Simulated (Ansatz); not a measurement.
Computed with DFT PBE, scalar-relativistic, plane waves, PAW in Ansatz. Settings: cutoff 420 eV, Γ-centred meshes spaced at most about 0.3 Å⁻¹, and about 0.25 Å⁻¹ or finer for metals (2π included), Gaussian smearing. No spin polarisation in the final relaxations.

Temperature and zero-point effects are left out.

Two forms of PtS2 were relaxed alike.

A.

```
CELL_PARAMETERS angstrom
2.60165 -4.08535 0.00000
2.60165 4.08535 0.00000
0.00000 0.00000 2.69187
ATOMIC_POSITIONS crystal
Pt 0.50000 0.50000 0.50000
S 0.00000 0.50000 0.50000
S 0.50000 0.00000 0.50000
```

B.

```
CELL_PARAMETERS angstrom
3.51074 0.00000 0.00000
-1.75537 3.04039 0.00000
0.00000 0.00000 11.07861
ATOMIC_POSITIONS crystal
Pt 0.33333 0.66667 0.25000
Pt 0.66667 0.33333 0.75000
S 0.33333 0.66667 0.62547
S 0.66667 0.33333 0.12547
S 0.33333 0.66667 0.87453
S 0.66667 0.33333 0.37453
```

Question: Which is lower in energy, and by how much?

Answer: B is lower, by 122 meV/atom. A has space group Cmmm (No. 65), 19.1 Å³/atom and no gap on its mesh; B has the 2H molybdenite type, space group P6_3/mmc (No. 194), 19.7 Å³/atom and no gap. Counting S atoms around Pt (those within 1.25 times the shortest such distance or 1.15 times the sum of covalent radii), A has Pt 4 and B has Pt 6. Even the lower one lies +0.20 eV/atom against the reference forms of the elements (uncorrected), so neither is stable at this level. Both come from invented guesses. A third cell relaxed alike, in P-3m1 (a cell as deposited in COD), lies 0.57 eV/atom below the lower of the two.

No dispersion correction is applied, so the spacing and binding between layers, chains or molecules are poorly described (P6_3/mmc), and this can change margins and order among such cells. Spin–orbit coupling, which can matter for Pt, is left out. Cells relaxed within their symmetry can be saddle points.
